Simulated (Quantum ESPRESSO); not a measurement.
AgCl (Chlorargyrite) in Quantum ESPRESSO: the effect of functional

AgCl (Chlorargyrite):

```
Ag Cl
1.0
     0.00000    2.73500    2.73500
     2.73500    0.00000    2.73500
     2.73500    2.73500    0.00000
Ag Cl
1 1
Direct
  0.00000 0.00000 0.00000
  0.50000 0.50000 0.50000
```

Alike in all runs:

- Program: Quantum ESPRESSO 7.5
- Task: band structure
- Potentials or basis: SG15 PBE 1.2
- Cutoff: 952 eV
- Density cutoff: 3810 eV
- k mesh: 8 × 8 × 8
- Occupations: fermi-dirac, width 0.05 eV
- Spin: no spin polarisation

| functional | gap on the mesh (eV) | pressure (GPa) |
| --- | --- | --- |
| LDA | 0.52 | -3.5 |
| PBEsol | 0.71 | -0.4 |
| RPBE | 1.17 | 7.5 |
| AM05 | 0.78 | 0.7 |
| optB88-vdW | ? | ? |

Problem. What does the run with functional optB88-vdW give?

Solution. gap on the mesh 0.99 eV; pressure 3.0 GPa.

Caveats: the potentials were made for another functional, which shifts forces and pressure; this potential file gives levels or pressures that part from those of other sets.

Runs at the PBE level aren't shown here.
